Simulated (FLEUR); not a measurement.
## Si in FLEUR: convergence with k mesh

Input of the first run (k mesh 3 × 3 × 3); the others differ in this setting and in those tied to it:

The input inp.xml:

```xml
<?xml version="1.0" encoding="UTF-8" standalone="no"?>
<fleurInput fleurInputVersion="0.39">
   <comment>
      Si                                                                                                  
   </comment>
   <calculationSetup>
      <cutoffs Kmax="4.54" Gmax="14.1" GmaxXC="14.1" numbands="0"/>
      <scfLoop itmax="60" minDistance="0.00001" maxIterBroyd="15" imix="Anderson" alpha="0.05" precondParam="0.0" spinf="2.0" sdNocoIR="T"/>
      <coreElectrons ctail="T" frcor="F" kcrel="0" coretail_lmax="0"/>
      <xcFunctional name="pbe" relativisticCorrections="F"/>
      <magnetism jspins="1"/>
      <soc l_soc="F" theta="0.0" phi="0.0" spav="F"/>
      <expertModes spex="0" secvar="F"/>
      <geometryOptimization l_f="T" forcealpha="1.0" forcemix="BFGS" epsdisp="0.0005" epsforce="0.0002"/>
      <ldaU l_linMix="F" mixParam="0.05" spinf="1.0"/>
   </calculationSetup>
   <cell>
      <bzIntegration valenceElectrons="12.0" mode="hist" fermiSmearingEnergy="0.00183747">
         <kPointListSelection listName="default-1"/>
         <!-- k-points included here -->
         <xi:include xmlns:xi="http://www.w3.org/2001/XInclude" href="kpts.xml"> </xi:include>
      </bzIntegration>
      <!-- symmetry operations included here -->
      <xi:include xmlns:xi="http://www.w3.org/2001/XInclude" href="sym.xml"> </xi:include>
      <bulkLattice scale="1.0">
         <bravaisMatrix>
            <row-1>    4.9521082179493519     0.0000000000000000     0.0000000000000000</row-1>
            <row-2>   -2.4760541090691621     4.2886515190183623     0.0000000000000000</row-2>
            <row-3>    0.0000000000000000     0.0000000000000000     4.6607343233048963</row-3>
         </bravaisMatrix>
      </bulkLattice>
   </cell>
   <atomSpecies>
      <species name="Silicon (Si)" element="Si" atomicNumber="14">
         <mtSphere radius="2.16" gridPoints="715" logIncrement="0.016"/>
         <atomicCutoffs lmax="9" lnonsphr="9"/>
         <electronConfig flipSpins="F">
            <coreConfig>(1s1/2)</coreConfig>
            <valenceConfig>(2s1/2) (2p1/2) (2p3/2) (3s1/2) (3p1/2) (3p3/2)</valenceConfig>
            <stateOccupation state="(3p1/2)" spinUp="0.333333" spinDown="0.333333"/>
            <stateOccupation state="(3p3/2)" spinUp="0.666667" spinDown="0.666667"/>
         </electronConfig>
         <energyParameters s="3" p="3" d="3" f="4"/>
         <lo type="SCLO" l="0" n="2" eDeriv="0"/>
         <lo type="SCLO" l="1" n="2" eDeriv="0"/>
         <lo type="SCLO" l="2" n="3" eDeriv="2"/>
         <lo type="SCLO" l="3" n="4" eDeriv="2"/>
      </species>
   </atomSpecies>
   <atomGroups>
      <atomGroup species="Silicon (Si)">
         <relPos label="                   1">.0000000000 .0000000000 .0000000000</relPos>
         <force calculate="T" relaxXYZ="TTT"/>
      </atomGroup>
   </atomGroups>
   <output dos="F" band="F" slice="F">
      <checks vchk="F" cdinf="F"/>
      <bandDOS minEnergy="-.5*Htr" maxEnergy="0.5*Htr" sigma="0.015" storeEVData="T"/>
      <vacuumDOS vacdos="F" integ="F" star="F" nstars="0" locx1="0.0" locy1="0.0" locx2="0.0" locy2="0.0" nstm="0" tworkf="0.0"/>
      <unfoldingBand unfoldBand="F" supercellX="1" supercellY="1" supercellZ="1"/>
      <plotting iplot="0" polar="F">
         <plot TwoD="T" vec1="  1.0  0.0  0.0" vec2="  0.0  1.0  0.0" vec3="  0.0  0.0  1.0" zero="  0.0  0.0  0.0" file="plot"/>
      </plotting>
      <chargeDensitySlicing numkpt="0" minEigenval="0.0" maxEigenval="0.0" nnne="0" pallst="F"/>
      <specialOutput eonly="F"/>
      <moessbauerParams electricFieldGradient="T" isomerShift="T" coreHyperfine="T" valenceHyperfine="T"/>
      <magneticCircularDichroism mcd="F" energyLo="-10.0" energyUp="0.0"/>
   </output>
  <!-- We include the file relax.xml here to enable relaxations (see documentation) -->
  <xi:include xmlns:xi="http://www.w3.org/2001/XInclude" href="relax.xml"> <xi:fallback/> </xi:include>
</fleurInput>
```

crystal.txt

```
Si
&input cartesian=F /
2.6205428149  0.0000000000  0.0000000000
-1.3102714075  2.2694566494  0.0000000000
0.0000000000  0.0000000000  2.4663543900
1.8897261246
1.0 1.0 1.0

1
14 0.0000000000  0.0000000000  0.0000000000

&kpt div1=3 div2=3 div3=3 gamma=T /
```

Potentials or basis: all-electron, FLAPW.

Launch:

```sh
$ inpgen -f crystal.txt -profile fastHighL
$ # inp.xml edited to the form shown
$ fleur_MPI
```

This isn't the form of Si at room conditions, which is diamond.

Hardware: 1 thread of Arm Neoverse V2, with other jobs on the host.

```tsv
k mesh	energy less the tightest run, at zero smearing (meV/atom)	SCF cycles	CPU time (s)	peak memory (GiB)
3 × 3 × 3	450.35	12	4	0.05
5 × 5 × 4	294.20	12	5.6	0.05
7 × 7 × 6	-90.81	12	8.8	0.05
8 × 8 × 8	0.78	12	12	0.05
10 × 10 × 9	11.54	12	16	0.05
12 × 12 × 11	-6.75	12	24	0.05
15 × 15 × 14	-4.50	12	44	0.06
18 × 18 × 16	0.00	12	65	0.06
```

Not settled before the last step: the energy (to 1 meV/atom). Meshes of other sizes hit other points, so gaps and Fermi surfaces needn't settle smoothly. The tightest run that finished is the yardstick and may itself not be fully converged.
